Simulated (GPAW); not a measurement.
# TiCo3 (Pm-3m) in GPAW: equation of state with r2SCAN

Aim: the equation of state of TiCo3 with r2SCAN.

Everything below comes from runs of GPAW 26.7.0. Logs are shortened: lines on timing, memory, paths and dates and some standing lists are left out, and cuts for length are marked. The log counts tension as positive stress, the text compression.

## (1) The structure

Symmetry: Pm-3m, No. 221, cubic system. Conventional cell: a = 3.571 Å, b = 3.571 Å, c = 3.571 Å, α = 90.00°, β = 90.00°, γ = 90.00°. Co (site symmetry 4/mmm) is surrounded by 8 Co at 2.53 Å and 4 Ti at 2.53 Å. Around Ti (site symmetry m-3m) lie 12 Co at 2.53 Å.

## (2) Equation of state, r2SCAN, collinear spin, ferromagnetic start

Contents of run.py:

```python
from ase import Atoms
from ase.eos import EquationOfState
from ase.io import Trajectory
from ase.units import GPa
from gpaw import GPAW, PW

atoms = Atoms(['Co', 'Co', 'Co', 'Ti'],
              cell=[[3.571, 0.0, 0.0],
                    [0.0, 3.571, 0.0],
                    [0.0, 0.0, 3.571]],
              scaled_positions=[[0.5, 0.5, 0.0],
                                [0.5, 0.0, 0.5],
                                [0.0, 0.5, 0.5],
                                [0.0, 0.0, 0.0]],
              pbc=True)
atoms.set_initial_magnetic_moments([2.0, 2.0, 2.0, 1.0])

traj = Trajectory('eos.traj', 'w')
volumes, energies = [], []
for x in [0.94, 0.96, 0.98, 1.0, 1.02, 1.04, 1.06]:
    a = atoms.copy()
    a.set_cell(atoms.cell * x**(1 / 3), scale_atoms=True)
    calc = GPAW(mode=PW(600),
                xc='MGGA_X_R2SCAN+MGGA_C_R2SCAN',
                kpts={'size': (6, 6, 6), 'gamma': True},
                occupations={'name': 'fermi-dirac', 'width': 0.05},
                nbands=39,
                convergence={'density': 1e-05, 'energy': 1e-05},
                maxiter=150,
                txt=f'eos-{x:.2f}.txt')
    a.calc = calc
    energies.append(a.get_potential_energy(force_consistent=True))
    volumes.append(a.get_volume())
    p = -a.get_stress()[:3].mean() / GPa
    calc.write(f'eos-{x:.2f}.gpw')
    traj.write(a)
    print(f'{x:.2f} {volumes[-1]:10.4f} A^3 {energies[-1]:14.6f} eV {p:9.3f} GPa', flush=True)

v0, e0, B = EquationOfState(volumes, energies, eos='birchmurnaghan').fit()
print(f'V0 = {v0:.4f} A^3, E0 = {e0:.6f} eV, B0 = {B / GPa:.2f} GPa')
```

Potentials or basis: GPAW PAW data sets (gpaw-data 1.2.1), pw.

Command:

```sh
$ OMP_NUM_THREADS=1 python run.py
```

The log of the run:

```text
__  _  _
 | _ |_)|_||  |
 |__||  | ||/\| - 26.7.0

Input parameters:
  mode=PW(ecut=600.0),
  convergence={'density': 1e-05, 'energy': 1e-05},
  kpts=MonkhorstPack(size=(6, 6, 6), gamma=True),
  maxiter=150,
  nbands=39,
  occupations=Occupations(name='fermi-dirac', width=0.05),
  xc=XC(name='MGGA_X_R2SCAN+MGGA_C_R2SCAN')

Diagonalizing LCAO Hamiltonian
Converting LCAO to pw mode
   .--------.
  /|        |
 * |        |
 |Co        |
 | .-Co-----.
 |/   Co   /
 Ti-------*

Atoms  # Å, Bohr magnetons
|   | symbol |        x |        y |        z |    initial magnetic moments |
|---|--------|----------|----------|----------|-----------------------------|
| 0 |     Co | 1.761369 | 1.761369 | 0.000000 | ( 0.0000,  0.0000,  2.0000) |
| 1 |     Co | 1.761369 | 0.000000 | 1.761369 | ( 0.0000,  0.0000,  2.0000) |
| 2 |     Co | 0.000000 | 1.761369 | 1.761369 | ( 0.0000,  0.0000,  2.0000) |
| 3 |     Ti | 0.000000 | 0.000000 | 0.000000 | ( 0.0000,  0.0000,  1.0000) |

Unit cell  # Å
| periodic |        x |        y |        z |  lengths |    angles |
|----------|----------|----------|----------|----------|-----------|
|      yes | 3.522737 | 0.000000 | 0.000000 | 3.522737 | 90.000000 |
|      yes | 0.000000 | 3.522737 | 0.000000 | 3.522737 | 90.000000 |
|      yes | 0.000000 | 0.000000 | 3.522737 | 3.522737 | 90.000000 |

Number of symmetries: 48
Symmetry operations  # r_c * U_cc + t_c -> r_c
|    | kind |            matrix            |
|----|------|------------------------------|
|  0 |  E   |  1, 0, 0,  0, 1, 0,  0, 0, 1 |
|  1 |  σ   |  1, 0, 0,  0, 1, 0,  0, 0,-1 |
|  2 |  σ   |  1, 0, 0,  0, 0, 1,  0, 1, 0 |
|  3 |  C4  |  1, 0, 0,  0, 0, 1,  0,-1, 0 |
|  4 |  C4  |  1, 0, 0,  0, 0,-1,  0, 1, 0 |
|  5 |  σ   |  1, 0, 0,  0, 0,-1,  0,-1, 0 |
|  6 |  σ   |  1, 0, 0,  0,-1, 0,  0, 0, 1 |
|  7 |  C2  |  1, 0, 0,  0,-1, 0,  0, 0,-1 |
|  8 |  σ   |  0, 1, 0,  1, 0, 0,  0, 0, 1 |
|  9 |  C2  |  0, 1, 0,  1, 0, 0,  0, 0,-1 |
| 10 |  C3  |  0, 1, 0,  0, 0, 1,  1, 0, 0 |
| 11 |  S6  |  0, 1, 0,  0, 0, 1, -1, 0, 0 |
| 12 |  S6  |  0, 1, 0,  0, 0,-1,  1, 0, 0 |
| 13 |  C3  |  0, 1, 0,  0, 0,-1, -1, 0, 0 |
| 14 |  C4  |  0, 1, 0, -1, 0, 0,  0, 0, 1 |
| 15 |  S4  |  0, 1, 0, -1, 0, 0,  0, 0,-1 |
| 16 |  C3  |  0, 0, 1,  1, 0, 0,  0, 1, 0 |
| 17 |  S6  |  0, 0, 1,  1, 0, 0,  0,-1, 0 |
| 18 |  σ   |  0, 0, 1,  0, 1, 0,  1, 0, 0 |
| 19 |  C4  |  0, 0, 1,  0, 1, 0, -1, 0, 0 |
| 20 |  C2  |  0, 0, 1,  0,-1, 0,  1, 0, 0 |
| 21 |  S4  |  0, 0, 1,  0,-1, 0, -1, 0, 0 |
| 22 |  S6  |  0, 0, 1, -1, 0, 0,  0, 1, 0 |
| 23 |  C3  |  0, 0, 1, -1, 0, 0,  0,-1, 0 |
| 24 |  S6  |  0, 0,-1,  1, 0, 0,  0, 1, 0 |
| 25 |  C3  |  0, 0,-1,  1, 0, 0,  0,-1, 0 |
| 26 |  C4  |  0, 0,-1,  0, 1, 0,  1, 0, 0 |
| 27 |  σ   |  0, 0,-1,  0, 1, 0, -1, 0, 0 |
| 28 |  S4  |  0, 0,-1,  0,-1, 0,  1, 0, 0 |
| 29 |  C2  |  0, 0,-1,  0,-1, 0, -1, 0, 0 |
| 30 |  C3  |  0, 0,-1, -1, 0, 0,  0, 1, 0 |
| 31 |  S6  |  0, 0,-1, -1, 0, 0,  0,-1, 0 |
| 32 |  C4  |  0,-1, 0,  1, 0, 0,  0, 0, 1 |
| 33 |  S4  |  0,-1, 0,  1, 0, 0,  0, 0,-1 |
| 34 |  S6  |  0,-1, 0,  0, 0, 1,  1, 0, 0 |
| 35 |  C3  |  0,-1, 0,  0, 0, 1, -1, 0, 0 |
| 36 |  C3  |  0,-1, 0,  0, 0,-1,  1, 0, 0 |
| 37 |  S6  |  0,-1, 0,  0, 0,-1, -1, 0, 0 |
| 38 |  σ   |  0,-1, 0, -1, 0, 0,  0, 0, 1 |
| 39 |  C2  |  0,-1, 0, -1, 0, 0,  0, 0,-1 |
| 40 |  σ   | -1, 0, 0,  0, 1, 0,  0, 0, 1 |
| 41 |  C2  | -1, 0, 0,  0, 1, 0,  0, 0,-1 |
| 42 |  C2  | -1, 0, 0,  0, 0, 1,  0, 1, 0 |
| 43 |  S4  | -1, 0, 0,  0, 0, 1,  0,-1, 0 |
| 44 |  S4  | -1, 0, 0,  0, 0,-1,  0, 1, 0 |
| 45 |  C2  | -1, 0, 0,  0, 0,-1,  0,-1, 0 |
| 46 |  C2  | -1, 0, 0,  0,-1, 0,  0, 0, 1 |
| 47 |  i   | -1, 0, 0,  0,-1, 0,  0, 0,-1 |

BZ-sampling:
  Number of BZ points: 216
  Number of IBZ points: 20

  Monkhorst-Pack size: [6, 6, 6]
  Monkhorst-Pack shift: [0.08333333333333333, 0.08333333333333333, 0.08333333333333333]

K-points  # in reciprocal-cell coordinates
|     |                                coordinates |     weight |
|-----|--------------------------------------------|------------|
|   0 | (  0.00000000,   0.00000000,   0.00000000) | 0.00462963 |
|   1 | (  0.16666667,   0.00000000,   0.00000000) | 0.02777778 |
|   2 | (  0.16666667,   0.16666667,   0.00000000) | 0.05555556 |
|   3 | (  0.16666667,   0.16666667,   0.16666667) | 0.03703704 |
|   4 | (  0.33333333,   0.00000000,   0.00000000) | 0.02777778 |
|   5 | (  0.33333333,   0.16666667,   0.00000000) | 0.11111111 |
|   6 | (  0.33333333,   0.16666667,   0.16666667) | 0.11111111 |
|   7 | (  0.33333333,   0.33333333,   0.00000000) | 0.05555556 |
|   8 | (  0.33333333,   0.33333333,   0.16666667) | 0.11111111 |
|   9 | (  0.33333333,   0.33333333,   0.33333333) | 0.03703704 |
| ... |                                            |            |
|  19 | (  0.50000000,   0.50000000,   0.50000000) | 0.00462963 |

Plane wave coefficients: 1492
Cutoff: 600.0 eV

Spin-components: 2 (collinear spins)
Bands:           39
Projectors:      24
Spin-degeneracy: 1
Datatype:        complex128

Parallelization:
  kpt:    1
  domain: 1
  band:   1

Density:
  Valence electrons: 39.0
  Components: 2
  Grid points: [20 20 20]
  Charge: 0.0  # |e|

Potential:
  Grid points: [20 20 20]

species:
  Co:
    name:    Cobalt
    Z:       27.0
    valence: 9
    core:    18
    charge:  0.0  # [|e|]
    compensation charges:
      type: gauss
      rc: 0.32  # [Å]
      lmax: 2
    cutoffs:
      filter: 1.87  # [Å]
      core: 2.55  # [Å]
    projectors
    | kind |    occ | energy [eV] | rcut [Å] |
    |------|--------|-------------|----------|
    |   4s |  2.000 |      -5.469 |    1.005 |
    |   4p |  0.000 |      -1.277 |    1.058 |
    |   3d |  7.000 |      -8.205 |    1.005 |
    |    s |        |      21.742 |    1.005 |
    |    p |        |      25.934 |    1.058 |
    |    d |        |      19.007 |    1.005 |

    Using partial waves for Co as LCAO basis

  Ti:
    name:    Titanium
    Z:       22.0
    valence: 12
    core:    10
    charge:  0.0  # [|e|]
    compensation charges:
      type: gauss
      rc: 0.38  # [Å]
      lmax: 2
    cutoffs:
      filter: 2.23  # [Å]
      core: 1.02  # [Å]
    projectors
    | kind |    occ | energy [eV] | rcut [Å] |
    |------|--------|-------------|----------|
    |   3s |  2.000 |     -62.623 |    1.270 |
    |   4s |  2.000 |      -4.466 |    1.270 |
    |   3p |  6.000 |     -38.862 |    1.058 |
    |   4p |  0.000 |      -1.466 |    1.058 |
    |   3d |  2.000 |      -4.258 |    1.058 |
    |    d |        |      22.953 |    1.058 |

    Using partial waves for Ti as LCAO basis

Reference energy: -136932.143999  # eV

eigensolver:
  PPCG
  Converge bands: occupied
  niter=2

density mixing:
  MSR1-Mixer
  Pratt-step length: 0.05
  Maximum mixing coefficient: 0.75
  Old densities: 10
  SVD Regularization: 0.005
  Good broyden scale: 1.0
  Trust region scale: 1.0
  Backstep threshold: 4.0
  History deletion threshold: 6.0
  Fourier metric: weight=20.0, sigma=0.015

occupation numbers:
  Fermi-Dirac:
    width: 0.0500  # eV

poisson solver:
  ecut: 4800.0  # eV

xc functional:
  name: MGGA_X_R2SCAN+MGGA_C_R2SCAN with 2 nearest neighbor stencil

convergence criteria:
- Maximum integral of absolute [dens]ity change: 1e-05 electrons / valence electron
- Maximum [total energy] change in last 3 cyles: 1e-05 eV / valence electron
- Maximum integral of absolute [eigenst]ate change: 4e-08 eV^2 / valence electron
maximum number of iterations: 150

SCF iterations
|iter     | |      energy | eigst |  dens |  magmom |
|---------|-|-------------|-------|-------|---------|
|iter:   1| |  -53.250712 | +0.39 |       |  +7.0143|
|iter:   2| |  -51.978760 | -1.07 | -0.83 |  +6.8150|
|iter:   3| |  -68.906018 | -0.42 | -0.84 |  +3.5419|
|iter:   4| |  -55.783192 | -0.62 | -0.47 |  +5.2517|
|iter:   5| |  -53.386639 | -1.65 | -0.72 |  +4.3981|
|iter:   6| |  -53.088848 | -2.05 | -1.06 |  +2.9123|
|iter:   7| |  -53.033273 | -3.06 | -1.57 |  +2.8801|
|iter:   8| |  -52.983051 | -2.52 | -1.69 |  +2.7806|
|iter:   9| |  -52.993481 | -3.72 | -2.16 |  +2.7733|
|iter:  10| |  -52.997669 | -4.09 | -2.38 |  +2.7633|
|iter:  11| |  -52.998229 | -4.94 | -2.69 |  +2.7544|
|iter:  12| |  -52.998411 | -5.11 | -3.02 |  +2.7430|
|iter:  13| |  -52.998437c| -6.14 | -3.64 |  +2.7410|
|iter:  14| |  -52.998436c| -6.93 | -4.05 |  +2.7402|
|iter:  15| |  -52.998436c| -7.76c| -4.42 |  +2.7407|
|iter:  16| |  -52.998436c| -8.14c| -5.16c|  +2.7408|

Converged in 16 steps
Energy contributions relative to reference atoms: (reference = -136932.143999)

Energy contributions:
  Kinetic:          58.167940
  Coulomb:         -48.612607
  Zero:             -0.340361
  External:          0.000000
  Xc:              -62.200418
  Entropy:          -0.025980
  Spinorbit:         0.000000
  ----------------------------
  Free energy:     -53.011426
  Extrapolated:    -52.998436

dipole moment: (-20.744553, -20.744553, -20.744553)  # |e|*Ang

Total magnetic moment: (0.000000, 0.000000, 2.740753)

Local magnetic moments
|        x |        y |         z |
|----------|----------|-----------|
| 0.000000 | 0.000000 |  1.254384 |  # Co   0
| 0.000000 | 0.000000 |  1.254384 |  # Co   1
| 0.000000 | 0.000000 |  1.254384 |  # Co   2
| 0.000000 | 0.000000 | -0.512003 |  # Ti   3

Fermi level: 11.620
Eigenvalues  # (at kpt = [0.000, 0.000, 0.000])
| band index |      eig [eV] | occ [0-1] |      eig [eV] | occ [0-1] |
|------------|---------------|-----------|---------------|-----------|
|          0 |       -47.018 |     1.000 |       -47.709 |     1.000 |
|        ... |               |           |               |           |
|          9 |         6.931 |     1.000 |         7.696 |     1.000 |
|         10 |         6.931 |     1.000 |         7.696 |     1.000 |
|         11 |         9.235 |     1.000 |        10.340 |     1.000 |
|         12 |         9.235 |     1.000 |        10.340 |     1.000 |
|         13 |         9.235 |     1.000 |        10.340 |     1.000 |
|         14 |        10.025 |     1.000 |        12.220 |     0.000 |
[... 8 lines left out ...]
|         23 |        14.772 |     0.000 |        14.544 |     0.000 |
|         24 |        14.772 |     0.000 |        14.544 |     0.000 |
|        ... |               |           |               |           |
|         38 |        40.023 |     0.000 |        40.025 |     0.000 |

No gap
No difference between direct/indirect transitions

Stress tensor  # eV/Ang^3
|         x |         y |         z |
|-----------|-----------|-----------|
| -0.079679 |  0.000000 |  0.000000 |
|  0.000000 | -0.079679 |  0.000000 |
|  0.000000 |  0.000000 | -0.079679 |

# Writing to eos-0.96.gpw (mode='')
```

Wall time 20 min (1 thread of Arm Neoverse V2, shared host); peak memory 1.1 GiB.

What came out:

```
Equilibrium volume : 11.61 Å³/atom (rough: see the caveat)
Bulk modulus       : 204 GPa (rough)
```

Energy against volume, from the lowest point:
```
volume (Å³/atom)  energy (meV/atom)
          10.701              52.51
          10.929              28.25
          11.157              11.99
          11.384               2.83
          11.612               0.00
          11.840               3.00
          12.067              10.86
```

Caveat: the points scatter about the fit; the PAW data sets were made with another functional, which shifts forces and pressure a little.
